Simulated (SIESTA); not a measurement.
# BeTe (F-43m) in SIESTA: notebook, part 2 of 2

SIESTA 5.4.2.

## (3) Single point, PBE, 19.98 Å³/atom

Contents of BeTe.fdf:

```
SystemName                      BeTe
SystemLabel                     BeTe
NumberOfSpecies                 2
NumberOfAtoms                   2
%block ChemicalSpeciesLabel
  1  52 Te
  2   4 Be
%endblock ChemicalSpeciesLabel

LatticeConstant                 1.0 Ang
%block LatticeVectors
     0.0000000000     2.7134535211     2.7134535211
     2.7134535211     0.0000000000     2.7134535211
     2.7134535211     2.7134535211     0.0000000000
%endblock LatticeVectors
AtomicCoordinatesFormat         Fractional
%block AtomicCoordinatesAndAtomicSpecies
     0.7500000000     0.7500000000     0.7500000000  1  Te
     0.0000000000     0.0000000000     0.0000000000  2  Be
%endblock AtomicCoordinatesAndAtomicSpecies

%block kgrid.MonkhorstPack
    8   0   0  0.0
    0   8   0  0.0
    0   0   8  0.0
%endblock kgrid.MonkhorstPack
XC.Functional                   GGA
XC.Authors                      PBE
PAO.BasisSize                   TZDP
PAO.EnergyShift                 0.002 Ry
Mesh.Cutoff                     800 Ry
OccupationFunction              FD
ElectronicTemperature           0.05 eV
MaxSCFIterations                120
SCF.MustConverge                false
SCF.Mixer.Method                Pulay
SCF.Mixer.Weight                0.25
SCF.Mixer.History               8
SCF.DM.Tolerance                5.0e-05
SCF.H.Tolerance                 1.0e-03 eV
WriteForces                     true
Charge.Mulliken                 end
%block PAO.PolarizationScheme
  Te non-perturbative
  Be non-perturbative
%endblock PAO.PolarizationScheme
```

Potentials or basis: PseudoDojo 0.4 standard (PBE files), TZDP (energy shift 0.002 Ry).

Started as:

```console
siesta BeTe.fdf > BeTe.out 2>&1
```

Wall time 54 s (1 thread of Arm Neoverse V2, shared host); peak memory 0.32 GiB.

Results (log left out):

```
Free energy            : -3233.0305 eV
Pressure               : 10.3 GPa
Band gap on the k mesh : 1.72 eV, indirect (least direct gap 3.64 eV)
```

Caveat: semicore shells carry a single zeta, which can move pressures by several GPa and volumes by a few percent; spin-orbit coupling is left out, which moves the levels of the heavy elements; the basis of atomic orbitals isn't converged, which shifts pressures, moduli and gaps.

## (4) Single point, PBE, 20.40 Å³/atom

BeTe.fdf: that of step 3 with these lines changed.

```diff
@@ -11,5 +11,5 @@
 %block LatticeVectors
-     0.0000000000     2.7134535211     2.7134535211
-     2.7134535211     0.0000000000     2.7134535211
-     2.7134535211     2.7134535211     0.0000000000
+     0.0000000000     2.7325629784     2.7325629784
+     2.7325629784     0.0000000000     2.7325629784
+     2.7325629784     2.7325629784     0.0000000000
 %endblock LatticeVectors
```

Started as:

```console
siesta BeTe.fdf > BeTe.out 2>&1
```

It took 52 s on 1 thread of Arm Neoverse V2, shared host; peak memory 0.32 GiB.

It converged, with:

```
Free energy            : -3233.0828 eV
Pressure               : 8.9 GPa
Band gap on the k mesh : 1.78 eV, indirect (least direct gap 3.65 eV)
```

Caveat: semicore shells carry a single zeta, which can move pressures by several GPa and volumes by a few percent; spin-orbit coupling is left out, which moves the levels of the heavy elements; the basis of atomic orbitals isn't converged, which shifts pressures, moduli and gaps.

## (5) Single point, PBE, 20.83 Å³/atom

BeTe.fdf: that of step 4 with these lines changed.

```diff
@@ -11,5 +11,5 @@
 %block LatticeVectors
-     0.0000000000     2.7325629784     2.7325629784
-     2.7325629784     0.0000000000     2.7325629784
-     2.7325629784     2.7325629784     0.0000000000
+     0.0000000000     2.7514088358     2.7514088358
+     2.7514088358     0.0000000000     2.7514088358
+     2.7514088358     2.7514088358     0.0000000000
 %endblock LatticeVectors
```

Started as:

```console
siesta < BeTe.fdf > BeTe.out 2>&1
```

Run time: 63 s. Hardware: 1 thread of Arm Neoverse V2, shared host; peak memory 0.38 GiB.

It converged, with:

| Quantity | Value |
| --- | --- |
| Free energy | -3233.1193 eV |
| Pressure | 5.3 GPa |
| Band gap on the k mesh | 1.82 eV, indirect (least direct gap 3.66 eV) |

Caveat: semicore shells carry a single zeta, which can move pressures by several GPa and volumes by a few percent; spin-orbit coupling is left out, which moves the levels of the heavy elements; the basis of atomic orbitals isn't converged, which shifts pressures, moduli and gaps.

## (6) Single point, PBE, 21.25 Å³/atom

BeTe.fdf: that of step 5 with these lines changed.

```diff
@@ -11,5 +11,5 @@
 %block LatticeVectors
-     0.0000000000     2.7514088358     2.7514088358
-     2.7514088358     0.0000000000     2.7514088358
-     2.7514088358     2.7514088358     0.0000000000
+     0.0000000000     2.7700000000     2.7700000000
+     2.7700000000     0.0000000000     2.7700000000
+     2.7700000000     2.7700000000     0.0000000000
 %endblock LatticeVectors
```

Potentials or basis: PseudoDojo 0.4 standard (PBE files), TZDP (energy shift 0.002 Ry).

Started as:

```console
siesta BeTe.fdf > BeTe.out 2>&1
```

Wall time 61 s (1 thread of Arm Neoverse V2, shared host); peak memory 0.37 GiB.

The run converged. Its results:

```yaml
Free_energy: -3233.1415 eV
Pressure: 3.5 GPa
Band_gap_on_the_k_mesh: 1.87 eV, indirect (least direct gap 3.66 eV)
```

Caveat: semicore shells carry a single zeta, which can move pressures by several GPa and volumes by a few percent; spin-orbit coupling is left out, which moves the levels of the heavy elements; the basis of atomic orbitals isn't converged, which shifts pressures, moduli and gaps.

## (7) Single point, PBE, 21.68 Å³/atom

BeTe.fdf: that of step 6 with these lines changed.

```diff
@@ -11,5 +11,5 @@
 %block LatticeVectors
-     0.0000000000     2.7700000000     2.7700000000
-     2.7700000000     0.0000000000     2.7700000000
-     2.7700000000     2.7700000000     0.0000000000
+     0.0000000000     2.7883449055     2.7883449055
+     2.7883449055     0.0000000000     2.7883449055
+     2.7883449055     2.7883449055     0.0000000000
 %endblock LatticeVectors
```

Started as:

```console
siesta BeTe.fdf > BeTe.out 2>&1
```

It took 59 s on 1 thread of Arm Neoverse V2, shared host; peak memory 0.37 GiB.

It converged, with:

| Item | Value |
| --- | --- |
| Free energy | -3233.1604 eV |
| Pressure | 3.7 GPa |
| Band gap on the k mesh | 1.92 eV, indirect (least direct gap 3.67 eV) |

Caveat: semicore shells carry a single zeta, which can move pressures by several GPa and volumes by a few percent; spin-orbit coupling is left out, which moves the levels of the heavy elements; the basis of atomic orbitals isn't converged, which shifts pressures, moduli and gaps.

## (8) Single point, PBE, 22.10 Å³/atom

BeTe.fdf: that of step 7 with these lines changed.

```diff
@@ -11,5 +11,5 @@
 %block LatticeVectors
-     0.0000000000     2.7883449055     2.7883449055
-     2.7883449055     0.0000000000     2.7883449055
-     2.7883449055     2.7883449055     0.0000000000
+     0.0000000000     2.8064515486     2.8064515486
+     2.8064515486     0.0000000000     2.8064515486
+     2.8064515486     2.8064515486     0.0000000000
 %endblock LatticeVectors
```

Started as:

```console
siesta BeTe.fdf > BeTe.out 2>&1
```

It took 57 s on 1 thread of Arm Neoverse V2, shared host; peak memory 0.36 GiB.

Results (log left out):

| Quantity | Value |
| --- | --- |
| Free energy | -3233.1791 eV |
| Pressure | 3.1 GPa |
| Band gap on the k mesh | 1.96 eV, indirect (least direct gap 3.68 eV) |

Caveat: semicore shells carry a single zeta, which can move pressures by several GPa and volumes by a few percent; spin-orbit coupling is left out, which moves the levels of the heavy elements; the basis of atomic orbitals isn't converged, which shifts pressures, moduli and gaps.

## (9) Single point, PBE, 22.53 Å³/atom

BeTe.fdf: that of step 8 with these lines changed.

```diff
@@ -11,5 +11,5 @@
 %block LatticeVectors
-     0.0000000000     2.8064515486     2.8064515486
-     2.8064515486     0.0000000000     2.8064515486
-     2.8064515486     2.8064515486     0.0000000000
+     0.0000000000     2.8243275181     2.8243275181
+     2.8243275181     0.0000000000     2.8243275181
+     2.8243275181     2.8243275181     0.0000000000
 %endblock LatticeVectors
```

Potentials or basis: PseudoDojo 0.4 standard (PBE files), TZDP (energy shift 0.002 Ry).

Started as:

```console
siesta BeTe.fdf > BeTe.out 2>&1
```

Run time: 55 s. Hardware: 1 thread of Arm Neoverse V2, shared host; peak memory 0.36 GiB.

Results (log left out):

```yaml
Free_energy: -3233.1900 eV
Pressure: 0.8 GPa
Band_gap_on_the_k_mesh: 2.01 eV, indirect (least direct gap 3.69 eV)
```

Caveat: semicore shells carry a single zeta, which can move pressures by several GPa and volumes by a few percent; spin-orbit coupling is left out, which moves the levels of the heavy elements; the basis of atomic orbitals isn't converged, which shifts pressures, moduli and gaps.

## (10) Equation of state, PBE

Potentials or basis: PseudoDojo 0.4 standard (PBE files), TZDP (energy shift 0.002 Ry).

This step only gathers the single runs of the series.

What came out:

```
Equilibrium volume : outside the volumes run
```

Energy against volume, from the lowest point:
| volume (Å³/atom) | energy (meV/atom) |
| --- | --- |
| 19.979 | 79.75 |
| 20.404 | 53.59 |
| 20.829 | 35.32 |
| 21.254 | 24.23 |
| 21.679 | 14.77 |
| 22.104 | 5.43 |
| 22.529 | 0.00 |

Caveat: semicore shells carry a single zeta, which can move pressures by several GPa and volumes by a few percent; the basis of atomic orbitals isn't converged, which shifts pressures, moduli and gaps. The run has no spin-orbit coupling, so splittings on Te are missing.
